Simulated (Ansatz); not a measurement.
# InAs: the cost of one run

Computed with Ansatz 0.2.0 (DFT PBE, scalar-relativistic, plane waves, PAW, unless a step's input says otherwise).

The COD entry's cell or inner coordinates are ideal or old and differ from later refinements, so a difference from it is no clean test against experiment.

1 further run of the same task is left out (set aside as unsound or not needed).

## 1. The starting structure

It takes space group F-43m (No. 216, cubic). Conventional cell: a = 6.187 Å, b = 6.187 Å, c = 6.187 Å, α = 90.00°, β = 90.00°, γ = 90.00°. Around In (site symmetry -43m) lie 4 As at 2.68 Å. As (site symmetry -43m) has 4 In at 2.68 Å as nearest neighbours.

Coordinates:

```cif
data_structure
_symmetry_space_group_name_H-M 'F-43m'
_symmetry_Int_Tables_number 216
_cell_length_a 6.1868
_cell_length_b 6.1868
_cell_length_c 6.1868
_cell_angle_alpha 90.000
_cell_angle_beta 90.000
_cell_angle_gamma 90.000
_cell_volume 236.80
loop_
_atom_site_label
_atom_site_type_symbol
_atom_site_symmetry_multiplicity
_atom_site_Wyckoff_symbol
_atom_site_fract_x
_atom_site_fract_y
_atom_site_fract_z
_atom_site_occupancy
In1 In 4 a 0.00000 0.00000 0.00000 1
As1 As 4 c 0.25000 0.25000 0.25000 1
```

It is the result of an earlier relaxation at this level (volume 29.60 Å³/atom; gap on the mesh: none (metal)).

## 2. The bulk in the cell of the plane

input.yaml

```yaml
crystal:
  lattice:
    - [4.374699467, 0.0, 0.0]
    - [0.0, 4.374699467, 0.0]
    - [2.1873497335, 2.1873497335, 3.0933796587]
  atoms:
    - { symbol: In, position: [0.0, 0.0, 0.0] }
    - { symbol: As, position: [0.75, 0.25, 0.5] }
basis:
  ecutwfc: 420
kpoints:
  mp_grid: { grid: [8, 8, 11] }
hamiltonian:
  xc: pbe
scf:
  occupations: { method: gaussian, width: 0.1 }
output:
  forces: true
  stress: true
  eigenvalues: true
  write_density: true
  write_potential: true
  elf: true
  volumetric_format: npy
```

The run is started by

```console
> ansatz run input.yaml --threads 1 --pin off --max-ram 2560MiB --backend cpu --events-out ev --progress --plain --runs-dir out
```

What time and memory should one allow on 1 thread of Intel Xeon Platinum 8488C (Sapphire Rapids), shared host?

About 16 s, with a peak of 0.56 GiB.
